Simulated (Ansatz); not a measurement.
Crystal: Al.

```xyz
1
Lattice="-1.5912 1.5912 1.5912 1.5912 -1.5912 1.5912 1.5912 1.5912 -1.5912" Properties=species:S:1:pos:R:3 pbc="T T T"
Al    0.0000    0.0000    0.0000
```

This isn't the form of Al at room conditions, which is fcc.

| Quantity | Value |
| --- | --- |
| Program | Ansatz 0.2.0 |
| Task | relaxation of cell and atoms |
| Functional | revPBE |
| Dispersion | D3(BJ) |
| Potentials or basis | Ansatz PAW |
| Cutoff | 420 eV (not typed: the program's choice for these potentials) |
| k mesh | 12 × 12 × 12 |
| Occupations | fermi-dirac, width 0.05 eV |
| Spin | no spin polarisation |

At the start: volume 16.12 Å³/atom.

Problem. Where does the relaxation end?

Solution. It ends after 4 steps and the volume is 15.73 Å³/atom (-2.4 %); space group Im-3m (No. 229, to 0.05 Å).

Step by step:
```csv
step,energy change (eV),largest force (eV/Å),volume (Å³)
1,0.0000,0.0000,16.12
2,-0.0025,0.0000,15.74
3,-0.0025,0.0000,15.73
4,-0.0023,0.0000,15.73
```

Final structure:
```yaml
crystal:
  lattice:
    - [-1.57835, 1.57835, 1.57835]
    - [1.57835, -1.57835, 1.57835]
    - [1.57835, 1.57835, -1.57835]
  atoms:
    - { symbol: Al, position: [0.00000, 0.00000, 0.00000] }
```

Caveat: the plane-wave basis is chosen anew once the cell has moved, so the energies of steps on either side of that aren't comparable; pairwise dispersion overbinds metals, which lowers pressure and volume; the PAW data sets come from PBE, with cores solved anew for the run's functional, which leaves a small shift of forces and pressure.
